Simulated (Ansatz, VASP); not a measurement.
## CuAu in VASP and in Ansatz

```xyz
2
Lattice="2.8000 0.0000 0.0000 0.0000 2.8000 0.0000 0.0000 0.0000 3.6149" Properties=species:S:1:pos:R:3 pbc="T T T"
Cu    1.4000    1.4000    1.8075
Au    0.0000    0.0000    0.0000
```

Change from the starting cell: strain +0.000 along x and y, -0.015 along z, atoms carried along.

Alike in both runs: task single point; functional PBE; k mesh 18 × 18 × 14; occupations gaussian, width 0.15 eV; no spin polarisation.

|  | VASP | Ansatz |
| --- | --- | --- |
| version | VASP 6.6.1 | Ansatz 0.2.0 |
| potentials or method | VASP PAW PBE potentials, release 64 (Cu, Au) | scalar-relativistic, plane waves, PAW |
| plane-wave cutoff (eV) | 520 | 420 |
| valence electrons in the cell | 22 | 38 |

|  | VASP | Ansatz | Ansatz less VASP |
| --- | --- | --- | --- |
| gap on the k mesh at the Fermi level (eV) | none | none | - |
| pressure (GPa) | 9.4 | 9.5 | +0.06 |
| largest component of the traceless stress (GPa) | 0.50 | 0.55 | +0.047 |

A gap of «none» marks a metal or a gap that the smearing closes. The functional is the same, so the differences come from potentials, cutoffs and numerics. The two sets of potentials don't hold the same shells in valence.

The runs have no spin-orbit coupling, so splittings on Au are missing.
